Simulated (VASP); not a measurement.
CdSe:

```
Cd Se
1.0
     0.00000    3.04639    3.04639
     3.04639    0.00000    3.04639
     3.04639    3.04639    0.00000
Cd Se
1 1
Direct
  0.00000 0.00000 0.00000
  0.25000 0.25000 0.25000
```

Measurements of this composition are mostly on another form, of space group No. 186.

Base run:

| Quantity | Value |
| --- | --- |
| Program | VASP 6.6.1 |
| Functional | r2SCAN |
| Potentials or basis | VASP PAW PBE potentials, release 64 (Cd, Se) |
| Cutoff | 520 eV |
| k mesh | 10 × 10 × 10 |
| Occupations | gaussian, width 0.02 eV |
| Spin | no spin polarisation |

Its results: band gap on the k mesh 1.08 eV, direct; pressure 1.3 GPa.

Problem. The run is repeated on the same cell with these changes: functional from r2SCAN to PBEsol; cutoff from 520 eV to 700 eV. What comes out?

Solution. Band gap on the k mesh 0.47 eV, direct; pressure 0.0 GPa.

r2SCAN gives the wider gap, since meta-GGAs in the generalised Kohn-Sham scheme recover part of the derivative discontinuity.

Caveats: the PAW data sets were made with another functional, which shifts forces and pressure a little.

